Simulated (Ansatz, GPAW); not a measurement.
Given: the input of a run of Ansatz 0.2.0 on ZnS. 

The input input.yaml:

```yaml
crystal:
  lattice:
    - [0.0, 2.702, 2.702]
    - [2.702, 0.0, 2.702]
    - [2.702, 2.702, 0.0]
  atoms:
    - { symbol: Zn, position: [0.75, 0.75, 0.75] }
    - { symbol: S, position: [0.0, 0.0, 0.0] }
kpoints:
  mp_grid: { grid: [9, 9, 9] }
scf:
  occupations: { method: gaussian, width: 0.014 }
hamiltonian:
  xc: pbe
  pseudopotentials: { kind: all_electron, lapw: { basis_error: 0.001 } }
output:
  forces: true
  stress: true
  eigenvalues: true
```

Potentials or basis: all-electron LAPW, scalar-relativistic.

Launch:

```bash
$ ansatz run input.yaml --threads 1 --pin off --max-ram 3072MiB --backend cpu --events-out ev --progress --plain --runs-dir out
```

Question: Translate it to GPAW 26.7.0 (ASE script). Potentials or basis there: GPAW PAW data sets (gpaw-data 1.2.1), cutoff 600 eV.

Answer: As run (cutoffs and basis follow the program's own potentials, and thresholds, step limits or extra output files can differ):

File run.py:

```python
from ase.dft.bandgap import bandgap
from ase.io import read, write
from ase.units import GPa
from gpaw import GPAW, PW

atoms = read('ZnS.xyz')

calc = GPAW(mode=PW(600),
            xc='PBE',
            kpts={'size': (9, 9, 9), 'gamma': True},
            occupations={'name': 'methfessel-paxton', 'order': 0, 'width': 0.014},
            nbands=18,
            convergence={'density': 1e-05, 'energy': 1e-05},
            maxiter=150,
            txt='gpaw.txt')
atoms.calc = calc
energy = atoms.get_potential_energy()
forces = atoms.get_forces()
stress = atoms.get_stress()
calc.write('gs.gpw')
write('result.traj', atoms)
print(f'Energy: {energy:.6f} eV')
print('Forces (eV/A):')
print(forces.round(4))
print('Stress (GPa):', (stress / GPa).round(3))
print('Fermi level:', round(calc.get_fermi_level(), 4), 'eV')
print(f'Gap: {bandgap(calc)[0]:.4f} eV, direct: {bandgap(calc, direct=True)[0]:.4f} eV')
```

ZnS.xyz

```xyz
2
Lattice="0.0000000000 2.7020000000 2.7020000000 2.7020000000 0.0000000000 2.7020000000 2.7020000000 2.7020000000 0.0000000000" Properties=species:S:1:pos:R:3 pbc="T T T"
Zn     4.0530000000      4.0530000000      4.0530000000
S      0.0000000000      0.0000000000      0.0000000000
```

Potentials or basis: GPAW PAW data sets (gpaw-data 1.2.1), pw.

Launch:

```console
$ OMP_NUM_THREADS=1 python run.py
```

Both were run:

|  | Ansatz | GPAW |
| --- | --- | --- |
| Pressure | 1.6 GPa | 1.6 GPa |

Where Ansatz's input types no cutoff or centring, it takes its own default and a Γ-centred mesh.

Pressure is positive in compression.
